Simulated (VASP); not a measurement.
Runs of VASP 6.6.1 on AlN. Symmetry: Fm-3m, No. 225, cubic system. The conventional cell has a = 3.957 Å, b = 3.957 Å, c = 3.957 Å, α = 90.00°, β = 90.00°, γ = 90.00°. Around Al (site symmetry m-3m) lie 6 N at 1.98 Å. N (site symmetry m-3m) is surrounded by 6 Al at 1.98 Å. Measurements of this composition are mostly on another form, of space group No. 186.

| cell | target pressure | gap on the mesh (eV) | pressure (GPa) |
| --- | --- | --- | --- |
| relaxed to 30 GPa | 30 GPa | 4.90 | 30.0 |
| relaxed to 40 GPa | 40 GPa | (b) | 40.0 |
| relaxed to 0.0001 GPa | 0.0001 GPa | 4.49 | 0.0 |
| relaxed to 4.8 GPa | 4.8 GPa | 4.66 | 4.8 |
| relaxed to 20 GPa | 20 GPa | 4.96 | 20.0 |
| relaxed to 12 GPa | 12 GPa | (a) | 12.0 |

Alike in all rows: task relaxation of cell and atoms; level PBEsol; potentials or basis VASP PAW PBE potentials, release 64 (Al, N); no spin polarisation; k mesh 4 × 4 × 4; cutoff (eV) 520; smearing gaussian 0.1 eV; the mesh is coarse, so values aren't converged.

Q: Fill in the values left out.

A: (a) 4.89; (b) 4.85.

Caveats: all runs use coarse meshes; the cell is relaxed towards a set pressure, so the enthalpy falls and the energy may rise; the PAW data sets were made with another functional, which shifts forces and pressure a little; the relaxation stopped at its first step, so nothing moved (some runs).

A k mesh can miss the band edges.
